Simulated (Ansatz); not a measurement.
# Ruthenium, hcp under LDA: convergence with the plane-wave cutoff, part 1 of 2

Aim: find which plane-wave cutoff is enough for energy and pressure. The geometry was relaxed under LDA beforehand and stays fixed; 9 values are run, from 150 to 800 eV. Wanted are the values from which on the energy stays within 10 and 1 meV/atom, and the pressure within 0.5 GPa, of the last run. Within the series other settings stay, but some runs also write fields, which adds to their time. Spin polarisation is left out.

Program: Ansatz 0.2.0. Level of theory: DFT LDA, plane waves with PAW, scalar-relativistic. These are calculated values, not measurements.

## Step 1: The starting structure

Symmetry: P6_3/mmc, No. 194, hexagonal system. The conventional cell has a = 2.678 Å, b = 2.678 Å, c = 4.218 Å, α = 90.00°, β = 90.00°, γ = 120.00°. Ru (site symmetry -6m2) is surrounded by 12 Ru at 2.61 to 2.68 Å.

As a file:

```
Ru
1.0
     2.67753    0.00000    0.00000
    -1.33877    2.31881    0.00000
     0.00000    0.00000    4.21813
Ru
2
Direct
  0.33333 0.66667 0.25000
  0.66667 0.33333 0.75000
```

## Step 2: The usual settings first

Contents of input.yaml:

```yaml
crystal:
  lattice:
    - [2.6775346364, 0.0, 0.0]
    - [-1.3387673182, 2.3188130146, 0.0]
    - [0.0, 0.0, 4.2181251212]
  atoms:
    - { symbol: Ru, position: [0.3333333333, 0.6666666667, 0.25] }
    - { symbol: Ru, position: [0.6666666667, 0.3333333333, 0.75] }
hamiltonian:
  xc: lda
  pseudopotentials:
    kind: paw
    azcp:
      Ru: "pseudopotentials/Ru.paw.azcp"
basis:
  ecutwfc: 420
  fft_grid_basis: typed
kpoints:
  mp_grid: { grid: [22, 22, 12], shift: [0, 0, 0] }
magnetization:
  spin_polarized: false
scf:
  occupations: { method: fermi_dirac, width: 0.1 }
  lower_state_search: "off"
output:
  stress: true
```

On the command line:

```bash
$ ansatz run input.yaml --threads 2 --pin off --max-ram 5120MiB --backend cpu --events-out ev --progress --plain --runs-dir out
```

What it wrote (excerpt; [...] marks lines left out):

```text
Warning: <dir> the record states the generating functional pbe (its physics header spells it `PBE`), which answers neither for hamiltonian.xc's functional nor for the lda family's — results may be inconsistent (PPs are generated against a specific XC)
Warning: RAYON_NUM_THREADS=2 ignored (pool sized by the plan → 2); use --threads N
[...]
Pseudopotentials: kind: paw
Pseudopotential: Ru, paw, valence charge 16, recommended cutoff 420 eV (normal), <dir>
Functional definition: SPW92
[...]
Crystal: 2 atoms, lattice volume = 26.189 Å³
Basis set: ecut = 420 eV, 537 PW (Γ)
Bands: 20, of which v1, the nominal top of the filled ones, is band 16 counted from 1 (15 counted from 0)
Symmetry: 24 space group operations
Space group: P63/mmc (ITA 194), of the structure as read, at distance tolerance 3.0e-5 Å
k-points: 364 of 5808
[...]
SCF iter   1: F=—  HF=-11516.619423 eV  |F-HF|=—  |Δ(HF+E_count)|=         —  Δρ=1.03e-2  dr2=1.24e-2  ethr=1.77e-3  ⟨swp⟩=5.0  Hψ=67190  notcnv=0  defer=66
[...]
SCF iter   6: F=-11516.617195 eV  HF=-11516.617195 eV  |F-HF|=6.04e-10  |Δ(HF+E_count)|=   7.85e-9  Δρ=3.50e-6  dr2=1.13e-9  ethr=6.08e-11  ⟨swp⟩=2.2  Hψ=29151  notcnv=0
[...]
SCF converged after 6 iterations
Free energy (F): -11516.617195 eV
[...]
E sigma→0 (E₀):  -11516.592943 eV
Entropy (-TS):   -0.048505 eV (-24.252 meV/atom)
Fermi energy:    24.283420 eV
[...]
--- Stress (GPa, compression-positive) ---
       -0.356702       0.000000       0.000000
        0.000000      -0.356702      -0.000000
        0.000000      -0.000000       0.604093
  P = ⅓ Tr σ = -0.0364 GPa (-0.364 kbar)
```

Wall time 4.3 s (2 threads of Arm Neoverse V2, shared host); peak memory 0.43 GiB.

## Step 3: Cutoff 150 eV

The run at 150 eV.

input.yaml, as its differences from that of step 2:

```diff
@@ -15,6 +15,6 @@
 basis:
-  ecutwfc: 420
+  ecutwfc: 150
   fft_grid_basis: typed
 kpoints:
-  mp_grid: { grid: [22, 22, 12], shift: [0, 0, 0] }
+  mp_grid: { grid: [13, 13, 8], shift: [0, 0, 0] }
 magnetization:
```

On the command line:

```bash
$ ansatz run input.yaml --threads 2 --pin off --max-ram 5120MiB --backend cpu --events-out ev --progress --plain --runs-dir out
```

What it wrote (excerpt; [...] marks lines left out):

```text
Warning: basis.ecutwfc = 150 eV is below the records' recommended 420 eV, and the density's cutoff is lower with it unless basis.ecutrho_ratio is high enough to keep the records' density cutoff: compare with a run at a higher cutoff
Warning: <dir> the record states the generating functional pbe (its physics header spells it `PBE`), which answers neither for hamiltonian.xc's functional nor for the lda family's — results may be inconsistent (PPs are generated against a specific XC)
Warning: RAYON_NUM_THREADS=2 ignored (pool sized by the plan → 2); use --threads N
[...]
[... 3 set-up lines as earlier in the session ...]
[...]
Crystal: 2 atoms, lattice volume = 26.189 Å³
Basis set: ecut = 150 eV, 111 PW (Γ)
Bands: 20, of which v1, the nominal top of the filled ones, is band 16 counted from 1 (15 counted from 0)
[... 2 set-up lines as earlier in the session ...]
k-points: 105 of 1352
[...]
SCF iter   1: F=—  HF=-11447.572899 eV  |F-HF|=—  |Δ(HF+E_count)|=         —  Δρ=4.26e-1  dr2=2.98e1  ethr=1.77e-3  ⟨swp⟩=4.1  Hψ=8553  notcnv=0
[...]
SCF iter   6: F=-11431.517634 eV  HF=-11431.517634 eV  |F-HF|=3.44e-8  |Δ(HF+E_count)|=   2.84e-7  Δρ=1.48e-5  dr2=4.90e-8  ethr=3.13e-10  ⟨swp⟩=4.0  Hψ=6998  notcnv=0
[...]
SCF converged after 6 iterations
Free energy (F): -11431.517634 eV
[...]
E sigma→0 (E₀):  -11431.502552 eV
Entropy (-TS):   -0.030164 eV (-15.082 meV/atom)
Fermi energy:    25.410965 eV
[...]
--- Stress (GPa, compression-positive) ---
     -183.799882       0.000000       0.000000
        0.000000    -183.799882       0.000000
        0.000000       0.000000    -140.581568
  P = ⅓ Tr σ = -169.3938 GPa (-1693.938 kbar)
```

Wall time 0.64 s (2 threads of Arm Neoverse V2, shared host); peak memory 0.26 GiB.

## Step 4: Cutoff 200 eV

The run at 200 eV.

input.yaml, as its differences from that of step 3:

```diff
@@ -15,3 +15,3 @@
 basis:
-  ecutwfc: 150
+  ecutwfc: 200
   fft_grid_basis: typed
```

On the command line:

```bash
$ ansatz run input.yaml --threads 2 --pin off --max-ram 5120MiB --backend cpu --events-out ev --progress --plain --runs-dir out
```

What it wrote (excerpt; [...] marks lines left out):

```text
Warning: basis.ecutwfc = 200 eV is below the records' recommended 420 eV, and the density's cutoff is lower with it unless basis.ecutrho_ratio is high enough to keep the records' density cutoff: compare with a run at a higher cutoff
Warning: <dir> the record states the generating functional pbe (its physics header spells it `PBE`), which answers neither for hamiltonian.xc's functional nor for the lda family's — results may be inconsistent (PPs are generated against a specific XC)
Warning: RAYON_NUM_THREADS=2 ignored (pool sized by the plan → 2); use --threads N
[...]
[... 3 set-up lines as earlier in the session ...]
[...]
Crystal: 2 atoms, lattice volume = 26.189 Å³
Basis set: ecut = 200 eV, 159 PW (Γ)
Bands: 20, of which v1, the nominal top of the filled ones, is band 16 counted from 1 (15 counted from 0)
[... 2 set-up lines as earlier in the session ...]
k-points: 105 of 1352
[...]
SCF iter   1: F=—  HF=-11498.880169 eV  |F-HF|=—  |Δ(HF+E_count)|=         —  Δρ=1.64e-1  dr2=3.73e0  ethr=1.77e-3  ⟨swp⟩=5.0  Hψ=19524  notcnv=0  defer=9
[...]
SCF iter   6: F=-11497.167152 eV  HF=-11497.167152 eV  |F-HF|=5.92e-9  |Δ(HF+E_count)|=   2.78e-7  Δρ=1.01e-5  dr2=1.02e-8  ethr=3.13e-10  ⟨swp⟩=4.0  Hψ=7003  notcnv=0
[...]
SCF converged after 6 iterations
Free energy (F): -11497.167152 eV
[...]
E sigma→0 (E₀):  -11497.139482 eV
Entropy (-TS):   -0.055340 eV (-27.670 meV/atom)
Fermi energy:    24.266149 eV
[...]
--- Stress (GPa, compression-positive) ---
      -20.402626       0.000000       0.000000
        0.000000     -20.402626       0.000000
        0.000000       0.000000     -39.137093
  P = ⅓ Tr σ = -26.6474 GPa (-266.474 kbar)
```

Run time: 0.74 s. Hardware: 2 threads of Arm Neoverse V2, shared host; peak memory 0.27 GiB.

## Step 5: Cutoff 250 eV

The run at 250 eV.

input.yaml, as its differences from that of step 4:

```diff
@@ -15,3 +15,3 @@
 basis:
-  ecutwfc: 200
+  ecutwfc: 250
   fft_grid_basis: typed
@@ -26 +26,5 @@
   stress: true
+  write_density: true
+  write_potential: true
+  elf: true
+  volumetric_format: npy
```

On the command line:

```bash
$ ansatz run input.yaml --threads 2 --pin off --max-ram 5120MiB --backend cpu --events-out ev --progress --plain --runs-dir out
```

What it wrote (excerpt; [...] marks lines left out):

```text
Warning: basis.ecutwfc = 250 eV is below the records' recommended 420 eV, and the density's cutoff is lower with it unless basis.ecutrho_ratio is high enough to keep the records' density cutoff: compare with a run at a higher cutoff
Warning: <dir> the record states the generating functional pbe (its physics header spells it `PBE`), which answers neither for hamiltonian.xc's functional nor for the lda family's — results may be inconsistent (PPs are generated against a specific XC)
Warning: RAYON_NUM_THREADS=2 ignored (pool sized by the plan → 2); use --threads N
[...]
[... 3 set-up lines as earlier in the session ...]
[...]
Crystal: 2 atoms, lattice volume = 26.189 Å³
Basis set: ecut = 250 eV, 245 PW (Γ)
Bands: 20, of which v1, the nominal top of the filled ones, is band 16 counted from 1 (15 counted from 0)
[... 2 set-up lines as earlier in the session ...]
k-points: 105 of 1352
[...]
SCF iter   1: F=—  HF=-11513.666227 eV  |F-HF|=—  |Δ(HF+E_count)|=         —  Δρ=4.72e-2  dr2=2.61e-1  ethr=1.77e-3  ⟨swp⟩=5.0  Hψ=19832  notcnv=0  defer=10
[...]
SCF iter   6: F=-11513.555509 eV  HF=-11513.555509 eV  |F-HF|=1.90e-9  |Δ(HF+E_count)|=   7.35e-9  Δρ=4.48e-6  dr2=2.62e-9  ethr=6.18e-11  ⟨swp⟩=7.3  Hψ=13519  notcnv=0
[...]
SCF converged after 6 iterations
Free energy (F): -11513.555509 eV
[...]
E sigma→0 (E₀):  -11513.529251 eV
Entropy (-TS):   -0.052517 eV (-26.259 meV/atom)
Fermi energy:    24.308333 eV
[...]
--- Stress (GPa, compression-positive) ---
        9.686390      -0.000000       0.000000
        0.000000       9.686390      -0.000000
        0.000000       0.000000      11.747132
  P = ⅓ Tr σ = 10.3733 GPa (103.733 kbar)
--- Band table (eV; the first three rows and the last of 105) ---
  k-point 0: bands = ["-49.2359", "-48.9966", "-19.7092", "-18.6223", "-18.6223", "-18.4193", "-18.4035", "-18.4035", "15.9913", "17.7124", "21.4982", "21.4982", "21.6646", "22.2727", "22.2727", "22.7284", "22.7284", "25.4397", "25.4397", "25.6553", "34.9529", "39.2128", "41.7706", "42.5282"]
[...]
```

Run time: 1.1 s. Hardware: 2 threads of Arm Neoverse V2, shared host; peak memory 0.29 GiB.

## Step 6: Cutoff 300 eV

The run at 300 eV.

input.yaml, as its differences from that of step 5:

```diff
@@ -15,3 +15,3 @@
 basis:
-  ecutwfc: 250
+  ecutwfc: 300
   fft_grid_basis: typed
```

On the command line:

```bash
$ ansatz run input.yaml --threads 2 --pin off --max-ram 5120MiB --backend cpu --events-out ev --progress --plain --runs-dir out
```

What it wrote (excerpt; [...] marks lines left out):

```text
Warning: basis.ecutwfc = 300 eV is below the records' recommended 420 eV, and the density's cutoff is lower with it unless basis.ecutrho_ratio is high enough to keep the records' density cutoff: compare with a run at a higher cutoff
Warning: <dir> the record states the generating functional pbe (its physics header spells it `PBE`), which answers neither for hamiltonian.xc's functional nor for the lda family's — results may be inconsistent (PPs are generated against a specific XC)
Warning: RAYON_NUM_THREADS=2 ignored (pool sized by the plan → 2); use --threads N
[...]
[... 3 set-up lines as earlier in the session ...]
[...]
Crystal: 2 atoms, lattice volume = 26.189 Å³
Basis set: ecut = 300 eV, 311 PW (Γ)
Bands: 20, of which v1, the nominal top of the filled ones, is band 16 counted from 1 (15 counted from 0)
[... 2 set-up lines as earlier in the session ...]
k-points: 105 of 1352
[...]
SCF iter   1: F=—  HF=-11516.277447 eV  |F-HF|=—  |Δ(HF+E_count)|=         —  Δρ=1.51e-2  dr2=2.98e-2  ethr=1.77e-3  ⟨swp⟩=5.0  Hψ=18894  notcnv=0  defer=19
[...]
SCF iter   6: F=-11516.267444 eV  HF=-11516.267444 eV  |F-HF|=1.62e-10  |Δ(HF+E_count)|=   1.53e-9  Δρ=1.34e-6  dr2=2.37e-10  ethr=1.75e-11  ⟨swp⟩=6.7  Hψ=13404  notcnv=0
[...]
SCF converged after 6 iterations
Free energy (F): -11516.267444 eV
[...]
E sigma→0 (E₀):  -11516.241879 eV
Entropy (-TS):   -0.051130 eV (-25.565 meV/atom)
Fermi energy:    24.300635 eV
[...]
--- Stress (GPa, compression-positive) ---
       -0.580293       0.000000       0.000000
        0.000000      -0.580293       0.000000
        0.000000       0.000000      -0.354937
  P = ⅓ Tr σ = -0.5052 GPa (-5.052 kbar)
--- Band table (eV; the first three rows and the last of 105) ---
  k-point 0: bands = ["-48.8783", "-48.6325", "-19.4715", "-18.4137", "-18.4137", "-18.2213", "-18.2213", "-18.1632", "16.0059", "17.7306", "21.4922", "21.4922", "21.7361", "22.2226", "22.2226", "22.7455", "22.7455", "25.5206", "25.5206", "25.6546", "35.0017", "39.0920", "41.6503", "42.3486"]
[...]
```

Wall time 1.3 s (2 threads of Arm Neoverse V2, shared host); peak memory 0.3 GiB.

(Continued in part 2 of 2.)
